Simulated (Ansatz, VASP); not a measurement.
## AgCl: VASP beside Ansatz

```xyz
2
Lattice="0.0000 2.9950 2.5513 2.9950 0.0000 2.5513 2.9950 2.9950 0.0000" Properties=species:S:1:pos:R:3 pbc="T T T"
Ag    2.9950    2.9950    2.5513
Cl    0.0000    0.0000    0.0000
```

Change from the starting cell: strain +0.080 along x and y, -0.080 along z, atoms carried along.

Alike in both runs: task single point; functional PBE; k mesh 8 × 8 × 8; occupations gaussian, width 0.05 eV; no spin polarisation.

```csv
,VASP,Ansatz
version,VASP 6.6.1,Ansatz 0.2.0
potentials or method,"VASP PAW PBE potentials, release 64 (Ag, Cl)","scalar-relativistic, plane waves, PAW"
plane-wave cutoff (eV),520,420
valence electrons in the cell,18,26
```

```tsv
	VASP	Ansatz	Ansatz less VASP
gap on the k mesh at the Fermi level (eV)	0.76	0.77	+0.001
least direct gap on the mesh (eV)	3.06	3.05	-0.004
pressure (GPa)	0.5	0.6	+0.12
largest component of the traceless stress (GPa)	1.79	1.87	+0.083
```

The functional is the same, so the differences come from potentials, cutoffs and numerics. The two sets of potentials don't hold the same shells in valence.

A k mesh can miss the band edges.
